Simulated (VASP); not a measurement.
A run of VASP 6.6.1 is set up as follows.

INCAR

```
  PREC = Accurate
  ENCUT = 520
  EDIFF = 1E-8
  ISMEAR = -1
  SIGMA = 0.02
  LREAL = False
  LASPH = True
  NELM = 80
  ALGO = Normal
  ISIF = 2
  LWAVE = False
  LCHARG = False
  GGA = PE
  LEFG = True
  NBANDS = 16
```

Contents of KPOINTS:

```
Automatic mesh
0
Gamma
  13 13 13
```

The input POSCAR:

```
InP
1.0
    0.0000000000      2.9343500000      2.9343500000
    2.9343500000      0.0000000000      2.9343500000
    2.9343500000      2.9343500000      0.0000000000
In P
1 1
Direct
    0.0000000000      0.0000000000      0.0000000000
    0.2500000000      0.2500000000      0.2500000000
```

Potentials or basis: VASP PAW PBE potentials, release 64 (In_d, P).

Launch:

```sh
$ cat potpaw_PBE.64/In_d/POTCAR potpaw_PBE.64/P/POTCAR > POTCAR
$ mpirun -np 1 vasp_std > vasp.out
```

**Question.** Estimate the band gap on the k mesh.

**Answer.** 0.69 eV, direct.

**Question.** Estimate the pressure.

**Answer.** 3.0 GPa.

Caveat: without QUAD_EFG the Cq values of the log hold for a quadrupole moment of 1 mb, not for the nuclei; spin-orbit coupling is left out, which moves the levels of the heavy elements.

**The experiment to reproduce.**

A printed reference work, data compilation reports, for a bulk crystal of InP at 1.6 K: band gap 1.4236 eV (direct).

Measured gap of InP: 1.4236 eV (direct; 1.6 K; a printed reference work, data compilation). This calculation gives 0.69 eV (-0.73 eV). Spin-orbit coupling on In is left out. The value is that of PBE, without temperature or zero-point motion. Semilocal functionals fall short of measured gaps as a rule.
